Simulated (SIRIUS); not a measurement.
## WS2: single point with PBE

The system is WS2.

```
CELL_PARAMETERS angstrom
3.57820 0.00000 0.00000
-1.78910 3.09881 0.00000
0.00000 0.00000 5.77238
ATOMIC_POSITIONS crystal
W 0.00000 0.00000 0.00000
S 0.33333 0.66667 0.25200
S 0.66667 0.33333 0.74800
```

Measurements of this composition are mostly on another form, of space group No. 194.

```
Program             : SIRIUS 7.10.0
Task                : single point
Functional          : PBE
Potentials or basis : JTH 2.0 PBE (PAW)
Cutoff              : 557 eV
Density cutoff      : 5442 eV
k mesh              : 8 × 8 × 4
Occupations         : fermi-dirac, width 0.05 eV
Spin                : no spin polarisation
Libxc names         : ["XC_GGA_X_PBE", "XC_GGA_C_PBE"]
Energy tol          : 1e-08 Ha
Density tol         : 1e-06
Mixer               : anderson
Mixing beta         : 0.7
Max scf             : 100
```

| Quantity | Value |
| --- | --- |
| Pressure | -13.4 GPa |
| Largest force | 0.954 eV/Å |
| Band gap on the k mesh | none (metal or under the smearing width) |

Forces in eV/Å, atoms in the order of the input:
```
W    0.000  0.000  0.000
S    0.000  0.000 -0.954
S    0.000  0.000  0.954
```

Stress tensor (GPa, compression positive):
```
-17.26   0.00   0.00
  0.00 -17.26   0.00
  0.00   0.00  -5.67
```

Run time: 90 s on 1 thread of Arm Neoverse V1 (shared host), peak memory 0.49 GiB.

Caveat: this functional lacks dispersion, which binds the layers, so the pressure and a relaxed spacing across them are unreliable. The run has no spin-orbit coupling, so splittings on W are missing.
